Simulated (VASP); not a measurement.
# BaS in VASP 6.6.1, single-point calculation

INCAR

```
NBANDS = 15
METAGGA = R2SCAN
ISMEAR = 0
LCHARG = .FALSE.
LWAVE = .FALSE.
LREAL = .FALSE.
IBRION = -1
NELM = 120
ISYM = -1
PREC = Accurate
EDIFF = 1E-7
ALGO = Normal
NSW = 0
SIGMA = 0.01
LASPH = .TRUE.
ENCUT = 520
ISIF = 2
```

KPOINTS

```
KPOINTS created by Atomic Simulation Environment
0
Gamma
4 4 4
0 0 0
```

POSCAR

```
Ba S
 1.0000000000000000
     0.0000000000000000    3.5194117709000001    3.5194117709000001
     3.5194117709000001    0.0000000000000000    3.5194117709000001
     3.5194117709000001    3.5194117709000001    0.0000000000000000
 Ba  S
   1   1
Cartesian
  0.0000000000000000  0.0000000000000000  0.0000000000000000
  1.7597058854500001  1.7597058854500001  1.7597058854500001
```

The recommended PBE PAW datasets give the neutral cell 16 valence electrons.

Command

```
mpirun -np 1 vasp_std
```

Q: Predict the outcome of this run.

A: It converged. Results: gap between bands v and c on the k mesh 3.08 eV; least direct gap on the k mesh 3.67 eV; pressure 0.4 GPa. Band v is the last that the valence electrons fill when counted band by band, and c is the next.

OSZICAR

```
N       E                     dE             d eps       ncg     rms          rms(c)
DAV:   1     0.626640161096E+02    0.62664E+02   -0.65396E+03  1920   0.914E+02
DAV:   2    -0.362988270550E+02   -0.98963E+02   -0.89655E+02  2622   0.169E+02
DAV:   3    -0.432937779278E+02   -0.69950E+01   -0.69397E+01  2713   0.489E+01
DAV:   4    -0.434619988035E+02   -0.16822E+00   -0.16817E+00  2530   0.768E+00
DAV:   5    -0.434663996127E+02   -0.44008E-02   -0.44007E-02  2817   0.103E+00    0.527E+00
DAV:   6    -0.385780921444E+02    0.48883E+01   -0.18631E+00  2466   0.879E+00    0.378E+00
DAV:   7    -0.385824684576E+02   -0.43763E-02   -0.68660E-01  2494   0.455E+00    0.296E+00
DAV:   8    -0.386038380419E+02   -0.21370E-01   -0.53087E-02  2130   0.160E+00    0.143E+00
DAV:   9    -0.386151221297E+02   -0.11284E-01   -0.19131E-02  1934   0.115E+00    0.685E-01
DAV:  10    -0.386149403434E+02    0.18179E-03   -0.41982E-04  2691   0.143E-01    0.353E-01
DAV:  11    -0.386163873534E+02   -0.14470E-02   -0.14482E-03  1934   0.300E-01    0.101E-01
DAV:  12    -0.386163310668E+02    0.56287E-04   -0.14895E-04  2655   0.717E-02    0.568E-02
DAV:  13    -0.386163422701E+02   -0.11203E-04   -0.24297E-05  1969   0.276E-02    0.713E-03
DAV:  14    -0.386163397541E+02    0.25160E-05   -0.60672E-06  2599   0.135E-02    0.831E-03
DAV:  15    -0.386163396597E+02    0.94479E-07   -0.34218E-07  2424   0.422E-03
   1 F= -.38616340E+02 E0= -.38616340E+02  d E =-.622289E-17
```

For comparison, a separate r²SCAN run of the intended cell, on usual settings and not on those above, gives a gap of 3.08 eV on its mesh and a pressure of 0.4 GPa.
